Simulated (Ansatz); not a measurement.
Crystal: TaN.

```
Ta N
1.0
     0.00000    2.21132    2.21132
     2.21132    0.00000    2.21132
     2.21132    2.21132    0.00000
Ta N
1 1
Direct
  0.50000 0.50000 0.50000
  0.00000 0.00000 0.00000
```

The cell comes from a database or a generator and needn't be the stable form of this composition.

Base run:

```yaml
Program: Ansatz 0.2.0
Functional: r2SCAN
Potentials_or_basis: Ansatz PAW
Cutoff: "500 eV (not typed: the program's choice for these potentials)"
k_mesh: 10 × 10 × 10
Occupations: fermi-dirac, width 0.05 eV
Spin: no spin polarisation
Hubbard_terms: Ta d U = 8 eV
```

Its results: band gap on the k mesh none (metal or under the smearing width); pressure 2.5 GPa.

After a change of settings the same cell gave: band gap on the k mesh none (metal or under the smearing width); pressure -4.4 GPa. Which change was it?
A. hubbard terms from Ta d U = 8 eV to Ta d U = 2 eV
B. hubbard terms from Ta d U = 8 eV to none; hubbard projectors from ortho-atomic (the default) to none
C. hubbard terms from Ta d U = 8 eV to Ta d U = 5 eV

A.

Caveats: U without spin polarisation on a metal has little footing; the PAW data sets come from PBE, with cores solved anew for the run's functional, which leaves a small shift of forces and pressure; the density of states is complete only up to the lowest level of the last band computed.
